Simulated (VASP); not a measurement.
# Al2Cu (I4/mcm) in VASP: relaxation of cell and atoms with PBEsol

Aim: the relaxation of cell and atoms of Al2Cu with PBEsol.

All numbers are computed with VASP 6.6.1; they aren't measurements. Logs are shortened: lines on timing, memory, paths and dates and some standing lists are left out, and cuts for length are marked.

## Step 1: The structure

Symmetry: I4/mcm, No. 140, tetragonal system. Conventional cell: a = 6.067 Å, b = 6.067 Å, c = 4.877 Å, α = 90.00°, β = 90.00°, γ = 90.00°. Al (site symmetry m2m) is surrounded by 4 Cu at 2.59 Å and 3 Al at 2.71 to 2.90 Å. Cu (site symmetry 422) has 2 Cu at 2.44 Å and 8 Al at 2.59 Å as nearest neighbours.

The cell was built by a generator and needn't be a form met in nature.

## Step 2: Relaxation of cell and atoms, PBEsol

Input file INCAR:

```
  PREC = Accurate
  ENCUT = 600
  EDIFF = 1E-7
  ISMEAR = 1
  SIGMA = 0.2
  LREAL = F
  LASPH = T
  NELM = 60
  ALGO = Normal
  ISIF = 3
  LWAVE = F
  LCHARG = F
  GGA = PS
  IBRION = 2
  NSW = 40
  EDIFFG = -0.01
  KPAR = 16
```

Input file KPOINTS:

```
Automatic mesh
0
Gamma
  14 14 14
```

Input file POSCAR:

```
Al2Cu
1.0
   -3.0335000000      3.0335000000      2.4385000000
    3.0335000000     -3.0335000000      2.4385000000
    3.0335000000      3.0335000000     -2.4385000000
Al Cu
4 2
Direct
    0.6581000000      0.1581000000      0.8162000000
    0.1581000000      0.3419000000      0.5000000000
    0.3419000000      0.8419000000      0.1838000000
    0.8419000000      0.6581000000      0.5000000000
    0.2500000000      0.2500000000      0.0000000000
    0.7500000000      0.7500000000      0.0000000000
```

Potentials or basis: VASP PAW PBE potentials, release 64 (Al, Cu).

Command:

```console
$ cat potpaw_PBE.64/Al/POTCAR potpaw_PBE.64/Cu/POTCAR > POTCAR
$ mpirun -np 16 vasp_std > vasp.out
```

OUTCAR:

```text
PREC = Accurate
   ENCUT = 600
   EDIFF = 1E-7
   ISMEAR = 1
   LREAL = F
   LASPH = T
   NELM = 60
   ISIF = 3
   GGA = PS
   IBRION = 2
   NSW = 40
   EDIFFG = -0.01

 ion  position               nearest neighbor table
   1  0.658  0.158  0.816-   5 2.59   6 2.59   5 2.59   6 2.59   3 2.71   3 2.90   3 2.90   2 3.10
                             4 3.10   4 3.10   2 3.10   2 3.23   4 3.23   4 3.23   2 3.23
   2  0.158  0.342  0.500-   5 2.59   5 2.59   6 2.59   6 2.59   4 2.71   4 2.90   4 2.90   1 3.10
                             3 3.10   1 3.10   3 3.10   1 3.23   3 3.23   3 3.23   1 3.23
   3  0.342  0.842  0.184-   5 2.59   6 2.59   5 2.59   6 2.59   1 2.71   1 2.90   1 2.90   4 3.10
                             2 3.10   2 3.10   4 3.10   4 3.23   2 3.23   4 3.23   2 3.23
   4  0.842  0.658  0.500-   6 2.59   6 2.59   5 2.59   5 2.59   2 2.71   2 2.90   2 2.90   1 3.10
                             3 3.10   1 3.10   3 3.10   1 3.23   3 3.23   1 3.23   3 3.23
   5  0.250  0.250  0.000-   6 2.44   6 2.44   1 2.59   3 2.59   1 2.59   3 2.59   2 2.59   2 2.59
                             4 2.59   4 2.59
   6  0.750  0.750  0.000-   5 2.44   5 2.44   1 2.59   3 2.59   1 2.59   3 2.59   4 2.59   4 2.59
                             2 2.59   2 2.59

  LATTYP: Found a body centered tetragonal cell.
 ALAT       =     6.0670000000
 C/A-ratio  =     0.8038569309

  Lattice vectors:

 A1 = (  -3.0335000000,   3.0335000000,   2.4385000000)
 A2 = (   3.0335000000,  -3.0335000000,   2.4385000000)
 A3 = (   3.0335000000,   3.0335000000,  -2.4385000000)

Analysis of symmetry for initial positions (statically):
=====================================================================
 Subroutine PRICEL returns:
 Original cell was already a primitive cell.

 Routine SETGRP: Setting up the symmetry group for a
 body centered tetragonal supercell.

 Subroutine GETGRP returns: Found 16 space group operations
 (whereof  8 operations were pure point group operations)
 out of a pool of 16 trial point group operations.

The static configuration has the point symmetry C_4h.
 The point group associated with its full space group is D_4h.

Analysis of symmetry for dynamics (positions and initial velocities):
=====================================================================
 Subroutine PRICEL returns:
 Original cell was already a primitive cell.

 Routine SETGRP: Setting up the symmetry group for a
 body centered tetragonal supercell.

 Subroutine GETGRP returns: Found 16 space group operations
 (whereof  8 operations were pure point group operations)
 out of a pool of 16 trial point group operations.

The dynamic configuration has the point symmetry C_4h.
 The point group associated with its full space group is D_4h.

 Subroutine INISYM returns: Found 16 space group operations
 (whereof  8 operations are pure point group operations),
 and found     1 'primitive' translations

----------------------------------------------------------------------------------------

                                     Primitive cell

  volume of cell :      89.7575

  direct lattice vectors                    reciprocal lattice vectors
    -3.033500000  3.033500000  2.438500000     0.000000000  0.164826108  0.205044084
     3.033500000 -3.033500000  2.438500000     0.164826108  0.000000000  0.205044084
     3.033500000  3.033500000 -2.438500000     0.164826108  0.164826108  0.000000000

  length of vectors
     4.934625290  4.934625290  4.934625290     0.263079309  0.263079309  0.233099318

  position of ions in fractional coordinates (direct lattice)
     0.658100000  0.158100000  0.816200000
     0.158100000  0.341900000  0.500000000
     0.341900000  0.841900000  0.183800000
     0.841900000  0.658100000  0.500000000
     0.250000000  0.250000000  0.000000000
     0.750000000  0.750000000  0.000000000

  ion indices of the primitive-cell ions
   primitive index   ion index
                 1           1
                 2           2
                 3           3
                 4           4
                 5           5
                 6           6

----------------------------------------------------------------------------------------

 KPOINTS: Automatic mesh

Automatic generation of k-mesh.
 Grid dimensions read from file:
 generate k-points for:   14   14   14

 Generating k-lattice:

  Cartesian coordinates                     Fractional coordinates (reciprocal lattice)
     0.000000000  0.011773293  0.014646006     0.071428571 -0.000000000  0.000000000
     0.011773293  0.000000000  0.014646006    -0.000000000  0.071428571  0.000000000
     0.011773293  0.011773293  0.000000000     0.000000000  0.000000000  0.071428571

  Length of vectors
     0.018791379  0.018791379  0.016649951

  Shift w.r.t. Gamma in fractional coordinates (k-lattice)
     0.000000000  0.000000000  0.000000000

 Subroutine IBZKPT returns following result:
 ===========================================

 Found    244 irreducible k-points:

 Following reciprocal coordinates:
            Coordinates               Weight
  0.000000  0.000000  0.000000      1.000000
  0.071429 -0.000000  0.000000      8.000000
  0.142857  0.000000  0.000000      8.000000
  0.214286 -0.000000  0.000000      8.000000
  0.285714  0.000000  0.000000      8.000000
  0.357143 -0.000000  0.000000      8.000000
[... 16 lines left out ...]
  0.214286  0.142857  0.000000     16.000000
  0.285714  0.142857  0.000000     16.000000
 [... further k-points ...]
   k-points           NKPTS =    244   k-points in BZ     NKDIM =    244   number of bands    NBANDS=     21
   number of dos      NEDOS =    301   number of ions     NIONS =      6
   total plane-waves  NPLWV =  64000
   dimension x,y,z NGX =    40 NGY =   40 NGZ =   40
   dimension x,y,z NGXF=    80 NGYF=   80 NGZF=   80
   ions per type =               4   2
   NGX,Y,Z   is equivalent  to a cutoff of  13.48, 13.48, 13.48 a.u.
   NGXF,Y,Z  is equivalent  to a cutoff of  26.95, 26.95, 26.95 a.u.
 SYSTEM =  unknown system
   PREC   = accura    normal or accurate (medium, high low for compatibility)
   ISTART =      0    job   : 0-new  1-cont  2-samecut
   ICHARG =      2    charge: 1-file 2-atom 10-const
   ISPIN  =      1    spin polarized calculation?
   LNONCOLLINEAR =      F non collinear calculations
   LSORBIT =      F    spin-orbit coupling
   LASPH  =      T    aspherical Exc in radial PAW
   ENCUT  =  600.0 eV  44.10 Ry    6.64 a.u.   9.86  9.86  9.86*2*pi/ulx,y,z
   NELM   =     60;   NELMIN=  2; NELMDL= -5     # of ELM steps
   EDIFF  = 0.1E-06   stopping-criterion for ELM
   LREAL  =      F    real-space projection
   EDIFFG = -.1E-01   stopping-criterion for IOM
   NSW    =     40    number of steps for IOM
   IBRION =      2    ionic relax: 0-MD 1-quasi-New 2-CG
   NFREE  =      1    steps in history (QN), initial steepest desc. (CG)
   ISIF   =      3    stress and relaxation
   ISYM   =      2    0-nonsym 1-usesym 2-fastsym
   POTIM  = 0.5000    time-step for ionic-motion
   TEBEG  =    0.0;   TEEND  =   0.0 temperature during run
   PSTRESS=    0.0 pullay stress
   NELECT =      34.0000    total number of electrons
   NUPDOWN=      -1.0000    fix difference up-down
   EMIN   =  10.00;   EMAX   =-10.00  energy-range for DOS
   EFERMI =   0.00;   METHOD = LEGACY
   ISMEAR =     1;   SIGMA  =   0.20  broadening in eV -4-tet -1-fermi 0-gaus
   EFERMI_NEDOS =   21; number of points for ismear=-14 and -15
   IALGO  =     38    algorithm
   IMIX   =      4    mixing-type and parameters
     AMIX     =   0.40;   BMIX     =  1.00
     AMIX_MAG =   1.60;   BMIX_MAG =  1.00
  volume/ion in A,a.u.               =      14.96       100.95
  Fermi-wavevector in a.u.,A,eV,Ry     =   1.184525  2.238428 19.090326  1.403099
  Thomas-Fermi vector in A             =   2.320737
   LORBIT       =      0    0 simple, 1 ext, 2 COOP (PROOUT), +10 PAW based schemes
   GGA     = PS    functional components
   LHFCALC =     F    Hartree Fock is set to
   AEXX    =    0.0000 exact exchange contribution
   IVDW    =     0    specifies the selected vdW correction
   LEPSILON=     F    determine dielectric tensor
   LRPA    =     F    only Hartree local field effects (RPA)
 conjugate gradient relaxation of ions
 non-spin polarized calculation
 Methfessel and Paxton  Order N= 1 SIGMA  =   0.20
  energy-cutoff  :      600.00
  volume of cell :       89.76
 maximum number of plane-waves:      3024
   NGX = 19   NGY = 19   NGZ = 19

--------------------------------------- Ionic step        1  -------------------------------------------

 number of electron      33.9999978 magnetization

 Free energy of the ion-electron system (eV)
  ---------------------------------------------------
  ext. energy  EPLUGINS =         0.00000000
  ---------------------------------------------------
  free energy    TOTEN  =       -25.97690627 eV

  energy without entropy =      -25.97709652  energy(sigma->0) =      -25.97696969

------------------------ aborting loop because EDIFF is reached ----------------------------------------

  FORCE on cell =-STRESS in cart. coord.  units (eV):
  Direction    XX          YY          ZZ          XY          YZ          ZX
  --------------------------------------------------------------------------------------
  -------------------------------------------------------------------------------------
  Total       -1.8570592     -1.8570592     -1.9916552      0.0000000      0.0000000      0.0000000
  in kB      -33.1486290    -33.1486290    -35.5511776      0.0000000      0.0000000      0.0000000
  external PRESSURE =     -33.9494785 kB  Pullay stress =       0.0000000 kB
[... 225 lines left out ...]
  energy  without entropy=      -26.0078295610  energy(sigma->0) =      -26.00785913

--------------------------------------- Ionic step        7  -------------------------------------------

 number of electron      33.9999997 magnetization

 Free energy of the ion-electron system (eV)
  ---------------------------------------------------
  ext. energy  EPLUGINS =         0.00000000
  ---------------------------------------------------
  free energy    TOTEN  =       -26.00790714 eV

  energy without entropy =      -26.00787627  energy(sigma->0) =      -26.00789685

 E-fermi :   8.1924     XC(G=0): -11.0658

 val. band max:        8.1860920305   @ k =  -0.0714   0.2857   0.0714
 cond. band min:       8.1995510431   @ k =  -0.3571   0.3571   0.2143
 fundamental gap:      0.0134590125
 Fermi energy:         8.1923655392

 k-point     1 :       0.0000    0.0000    0.0000
  band No.  band energies     occupation
      1      -2.7525      2.00000
      2       2.7428      2.00000
      3       2.9427      2.00000
      4       2.9427      2.00000
      5       2.9529      2.00000
      6       3.8808      2.00000
[... 550 lines left out ...]
      5       3.4624      2.00000
      6       3.6110      2.00000
[... 13 lines left out ...]
     20      11.5117     -0.00000
     21      12.5872      0.00000

 [... further k-points ...]

------------------------ aborting loop because EDIFF is reached ----------------------------------------

  FORCE on cell =-STRESS in cart. coord.  units (eV):
  Direction    XX          YY          ZZ          XY          YZ          ZX
  --------------------------------------------------------------------------------------
  -------------------------------------------------------------------------------------
  Total       -0.0322833     -0.0322833     -0.0053092      0.0000000     -0.0000000      0.0000000
  in kB       -0.5947969     -0.5947969     -0.0978185      0.0000000     -0.0000000      0.0000000
  external PRESSURE =      -0.4291374 kB  Pullay stress =       0.0000000 kB
[... 21 lines left out ...]
  FREE ENERGIE OF THE ION-ELECTRON SYSTEM (eV)
  ---------------------------------------------------
  free  energy   TOTEN  =       -26.0079071416 eV

  energy  without entropy=      -26.0078762653  energy(sigma->0) =      -26.00789685

 reached required accuracy - stopping structural energy minimisation
```

Wall time 5.9 min (16 MPI ranks of Intel Xeon Platinum 8559C (Emerald Rapids), shared host); peak memory 0.66 GiB.

What came out:

```
Free energy                            : -26.0079 eV
Relaxed volume                         : 14.49 Å³/atom
Relaxed cell                           : a = 4.883 Å, b = 4.883 Å, c = 4.883 Å, α = 104.13°, β = 104.13°, γ = 120.79°
Space group after relaxing (to 0.05 Å) : I4/mcm (No. 140)
Energy gained by relaxing              : 5.2 meV/atom
Ionic steps                            : 7
Pressure after relaxing                : 0.0 GPa
Band gap on the k mesh                 : none (metal or under the smearing width)
```

The path:
```tsv
step	energy change (eV)	largest force (eV/Å)	pressure (GPa)	volume (Å³)
1	0.0000	0.0838	-3.39	89.76
2	-0.0248	0.0267	1.58	85.70
3	-0.0305	0.0459	-0.04	86.93
4	-0.0305	0.0451	0.06	86.87
5	-0.0308	0.0272	0.05	86.89
6	-0.0310	0.0012	0.04	86.91
7	-0.0310	0.0013	-0.04	86.96
```

Final structure:
```xyz
6
Lattice="-3.0020 3.0020 2.4124 3.0020 -3.0020 2.4124 3.0020 3.0020 -2.4124" Properties=species:S:1:pos:R:3 pbc="T T T"
Al    0.9551    3.9571    0.0000
Al    2.0469    0.9551    0.0000
Al    2.0468   -0.9551    2.4124
Al    0.9551    2.0468    2.4124
Cu    0.0000    0.0000    1.2062
Cu    0.0000    0.0000    3.6186
```

Levels at points of the mesh, in eV from the Fermi level:
```tsv
k point	band 15	band 16	band 17	band 18	band 19	band 20
(0.00, 0.00, 0.00)	-1.41	-1.24	-1.24	-0.85	-0.24	0.06
(0.50, 0.00, 0.00)	-2.65	-2.65	0.23	0.23	4.10	4.10
(0.50, 0.50, 0.00)	-1.52	-1.32	-0.91	-0.68	0.80	1.26
(0.50, 0.50, 0.50)	-3.29	-1.84	2.62	2.96	2.96	3.36
```

Caveat: the PAW data sets were made with another functional, which shifts forces and pressure a little.
